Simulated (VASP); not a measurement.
Crystal: TiO2 (Rutile).

```
Ti O
1.0
     4.59220    0.00000    0.00000
     0.00000    4.59220    0.00000
     0.00000    0.00000    2.95740
Ti O
2 4
Cartesian
  0.0000 0.0000 0.0000
  2.2961 2.2961 1.4787
  1.4004 1.4004 0.0000
  0.8957 3.6965 1.4787
  3.1918 3.1918 0.0000
  3.6965 0.8957 1.4787
```

| Item | Value |
| --- | --- |
| Program | VASP 6.6.1 |
| Task | relaxation of cell and atoms |
| Functional | PBE |
| Potentials or basis | VASP PAW PBE potentials, release 64 (Ti_sv, O) |
| Cutoff | 600 eV |
| k mesh | 6 × 6 × 10 |
| Occupations | gaussian, width 0.03 eV |
| Spin | no spin polarisation |

At the start: pressure 5.8 GPa; volume 10.39 Å³/atom.

Problem. How do energy, volume and symmetry change on relaxing?

Solution. Over 5 steps the energy falls by 5.0 meV/atom and the volume is 10.67 Å³/atom (+2.7 %); space group P4_2/mnm (No. 136, to 0.05 Å).

The path:
```csv
step,energy change (eV),largest force (eV/Å),pressure (GPa),volume (Å³)
1,0.0000,0.1242,5.83,62.37
2,0.0143,0.2349,-6.47,65.84
3,-0.0277,0.0461,0.00,63.89
4,-0.0295,0.0182,-0.01,63.98
5,-0.0297,0.0032,-0.01,64.02
```

Final structure:
```
Ti O
1.0
     4.64565    0.00000    0.00000
     0.00000    4.64565    0.00000
     0.00000    0.00000    2.96639
Ti O
2 4
Direct
  0.00000 0.00000 0.00000
  0.50000 0.50000 0.50000
  0.30496 0.30496 0.00000
  0.19504 0.80496 0.50000
  0.69504 0.69504 0.00000
  0.80496 0.19504 0.50000
```
